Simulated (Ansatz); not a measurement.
**Cs under pressure: fit and missing row**

Cs, C2/m, a = 6.053 Å, b = 8.830 Å, c = 5.338 Å, β = 124.3°. This isn't the element's structure at ambient conditions. Ansatz: PBE, PAW, 420 eV, Γ-centred 10×10×10 mesh on 1 atom, Gaussian smearing 0.10 eV; no spin polarisation. Cell and atoms are relaxed at each pressure, and no other structure is tried, so the rows at high pressure may lie past a change of phase.

```
V (Å³/atom) P (GPa)
     21.520        ?
     25.761    30.01
     30.735    15.00
     39.214     7.99
     63.468     3.04
    117.916    -0.01
```

Q: Take V0 = 117.916 Å³/atom, count pressures from its P0 = -0.01 GPa, fit the third-order Birch–Murnaghan form to the other rows, and predict the missing pressure.

A: With the Eulerian strain f = ½[(V0/V)^(2/3) − 1] and y = (P − P0)/[3f(1 + 2f)^(5/2)], the form is the line y = B0 + 1.5 B0 (B0′ − 4) f. Rows (f, y): 0.87840, 0.90; 0.72536, 0.73; 0.54166, 0.79; 0.25564, 1.42. Means f = 0.6003, y = 0.96000; Σ(Δf)² = 0.2152, ΣΔfΔy = -0.1940; the slope is their ratio. y = 1.501 − 0.9016 f GPa, so B0 = 1.5 GPa and B0′ = 4 + 2 × (-0.9016)/(3 × 1.501) = 3.60. At V = 21.520, f = 1.05402, y = 0.551 and P = 29.65 GPa. The run gave 60.01 GPa, so the fit is 30.36 GPa too low, 51 % of the span of the series, against an rms of 3.62 GPa on the fitted rows. The row lies outside the fitted range. The points of y bend away from a line: a fourth-order term fitted to them gives P = 71.29 GPa at this row's volume (the line 29.65, the run 60.01). With a term in f² added B0′ becomes 2.57, so this figure hangs on the form. The nearest row lies 46 % from V0, so B0 and B0′ are extrapolations to f = 0.

The mesh isn't the same in all rows (10×10×10, 12×12×12, 14×14×14, 16×16×16).